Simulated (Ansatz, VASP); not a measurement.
This is a calculation of Si2Ni for Ansatz 0.2.0.

File input.yaml:

```yaml
crystal:
  lattice:
    - [0.0, 2.703, 2.703]
    - [2.703, 0.0, 2.703]
    - [2.703, 2.703, 0.0]
  atoms:
    - { symbol: Ni, position: [0.0, 0.0, 0.0], spin: 1.0 }
    - { symbol: Si, position: [0.75, 0.75, 0.75] }
    - { symbol: Si, position: [0.25, 0.25, 0.25] }
hamiltonian:
  xc: r2scan
  pseudopotentials: { kind: paw }
magnetization:
  spin_polarized: true
kpoints:
  mp_grid: { grid: [9, 9, 9] }
scf:
  occupations: { method: fermi_dirac, width: 0.05 }
output:
  forces: true
  stress: true
  eigenvalues: true
```

Potentials or basis: Ansatz PAW.

The run is started by

```bash
$ ansatz run input.yaml --threads 2 --pin off --max-ram 5632MiB --backend cpu --events-out ev --progress --plain --runs-dir out
```

Q: Translate it to VASP 6.6.1. Potentials there: VASP PAW PBE potentials, release 64 (Ni, Si).

A: As run (the cutoff follows the program's own potentials):

File POSCAR:

```
Si2Ni
1.0
    0.0000000000      2.7030000000      2.7030000000
    2.7030000000      0.0000000000      2.7030000000
    2.7030000000      2.7030000000      0.0000000000
Ni Si
1 2
Direct
    0.0000000000      0.0000000000      0.0000000000
    0.7500000000      0.7500000000      0.7500000000
    0.2500000000      0.2500000000      0.2500000000
```

File INCAR.step1:

```
PREC = Accurate ; ENCUT = 520
ISMEAR = -1 ; SIGMA = 0.05
LREAL = False ; LASPH = True
NELM = 150 ; ISPIN = 2
MAGMOM = 1 0 0 ; LMAXMIX = 4
NBANDS = 20 ; GGA = PE
ALGO = Normal ; EDIFF = 1E-4
LWAVE = True ; LCHARG = False
```

Contents of INCAR.step2:

```
PREC = Accurate ; ENCUT = 520
EDIFF = 1E-6 ; ISMEAR = -1
SIGMA = 0.05 ; LREAL = False
LASPH = True ; NELM = 150
ALGO = Normal ; ISIF = 2
LWAVE = False ; LCHARG = False
ISPIN = 2 ; MAGMOM = 1 0 0
LORBIT = 11 ; LMAXMIX = 4
METAGGA = R2SCAN ; LMIXTAU = True
NBANDS = 20 ; ISTART = 1
```

KPOINTS

```
Automatic mesh
0
Gamma
  9 9 9
```

Potentials or basis: VASP PAW PBE potentials, release 64 (Ni, Si).

Command:

```console
$ cat potpaw_PBE.64/Ni/POTCAR potpaw_PBE.64/Si/POTCAR > POTCAR
$ cp INCAR.step1 INCAR
$ mpirun -np 1 vasp_std > vasp.out
$ cp INCAR.step2 INCAR
$ mpirun -np 1 vasp_std > vasp.out
```

Both were run:

|  | VASP | Ansatz | Ansatz less VASP |
| --- | --- | --- | --- |
| gap on the k mesh at the Fermi level (eV) | none | none | - |
| pressure (GPa) | -1.6 | -1.5 | +0.07 |
| net moment per atom (μB) | 0.00 | 0.00 | 0.000 |

A gap of «none» marks a metal or a gap that the smearing closes. The two sets of potentials don't hold the same shells in valence.

Caveats: the PAW data sets were made with another functional, which shifts forces and pressure a little (VASP); the magnetic or orbital state may not be the lowest (Ansatz); the PAW data sets come from PBE, with cores solved anew for the run's functional, which leaves a small shift of forces and pressure (Ansatz); the starting moments weren't kept (Ansatz).
